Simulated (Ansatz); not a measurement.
**SnO2 (anatase sites, I4_1/amd) by several functionals**

All numbers come from Ansatz. No magnetic order and no zero-point or thermal motion; the cell was built from a prototype and may be hypothetical.

A 6-atom cell of SnO2 built on the anatase structure (relaxed group I4_1/amd), relaxed with r2SCAN. It is tetragonal, I4_1/amd (No. 141); conventional cell a = 3.999 Å, c = 10.203 Å, 13.60 Å³ an atom. Sn is surrounded by 6 O at 2.05–2.08 Å; O is surrounded by 3 Sn at 2.05–2.08 Å.

Relaxed lattice by functional, symmetry kept:
```tsv
functional	k mesh	a (Å)	c (Å)	volume (Å³/atom)
PBE	10×10×10	4.053	10.363	14.18
r2SCAN	8×8×8	3.999	10.203	13.60
PBEsol	8×8×8	4.012	10.249	13.74
```

On this one geometry the levels give:
```
  level    k mesh  gap (eV)      kind                      edges  least direct gap (eV)
PBE+SOC  10×10×10      1.71  indirect                      P → Γ                   2.10
 r2SCAN  10×10×10      2.33  indirect  (0.188, 0.188, 0.271) → Γ                   2.75
  HSE06     6×6×6      3.39  indirect                      P → Γ                   3.87
   PBE0     6×6×6      4.11  indirect                      P → Γ                   4.59
```
Wave cutoffs: 420 eV, 500 eV (r2SCAN).
Points off the special ones are mesh points or PBE's searched band edges, reused at the other levels. PBE's own run along the path (1.71 eV) came before the search for the edges and missed one, so it isn't listed.

HSE06 gives an indirect gap of 3.39 eV, from P to Γ; the least direct gap is 3.87 eV at Γ.

Among these functionals the gap stays indirect.

r2SCAN (ground state on 8×8×8): The electronic dielectric tensor ε∞ is 3.73 along x and y, 3.86 along z. Born charges, averaged over directions: Sn +4.17, O -2.09 e. The program notes that the ground state's band table doesn't vouch for all the bands that the response reads.

On the PBEsol cell (a = 4.012 Å, c = 10.249 Å), with PBEsol: All optical modes at Γ are real, from 144 to 720 cm⁻¹ without the longitudinal term; this says nothing of other wave vectors. The long-range field leaves the highest mode where it is. The clamped-ion dielectric constant comes out as 4.22 along x and y, 4.32 along z. With the ions relaxed, ε⁰ is 10.3 along x and y, 8.6 along z. Born charges, averaged over directions: Sn +4.17, O -2.09 e. The program notes that the ground state's band table doesn't vouch for all the bands that the response reads.

Only the levels marked +SOC include spin-orbit coupling.

Coordinates of k points refer to the reciprocal vectors of the primitive cell of the runs.
